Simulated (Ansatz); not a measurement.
O: strain and displacement

```xyz
2
Lattice="0.0000 2.1075 3.3449 1.4784 0.0000 3.3449 1.4784 2.1075 0.0000" Properties=species:S:1:pos:R:3 pbc="T T T"
O     1.4784    2.1075    0.5827
O     1.4784    2.1075    6.1070
```

Atom numbers follow the list: O1, O2.

The cell comes from COD entry 2106877, which wasn't checked; take it as a given geometry.

Solid oxygen carries moments on its molecules; these runs leave spin out.

Method: DFT, PBE, all-electron LAPW, scalar-relativistic (Ansatz 0.2.0).

Sampling and basis: a Γ-centred 12×12×12 k mesh, Fermi–Dirac smearing of 0.03 eV, basis error target 1 meV/atom, no spin polarisation.

The unchanged cell is at 13.01 GPa, so energy changes include a term −P ΔV where the volume moves.

In a metal, stresses and small energies carry noise from the k mesh.

x, y and z are the Cartesian axes of the cell as listed; fractional coordinates follow a strain, and an engineering shear is twice the off-diagonal strain component.

With this change (x and y strained by -1 %, z held), what becomes of the energy and stress and forces?

Energy change -4 meV/atom; stress change (xx, yy, zz, yz, xz, xy) 0.63, 0.79, 1.17, 0.00, 0.00, 0.00 GPa, compression positive; change of the force on O1 (0.000, 0.000, -0.031) eV/Å.

With this change (x and y strained by +1.5 %, z held), what becomes of the energy and stress and forces?

Energy change +7 meV/atom; stress change (xx, yy, zz, yz, xz, xy) -0.73, -0.90, -1.71, 0.00, 0.00, 0.00 GPa, compression positive; change of the force on O1 (0.000, 0.000, 0.043) eV/Å.
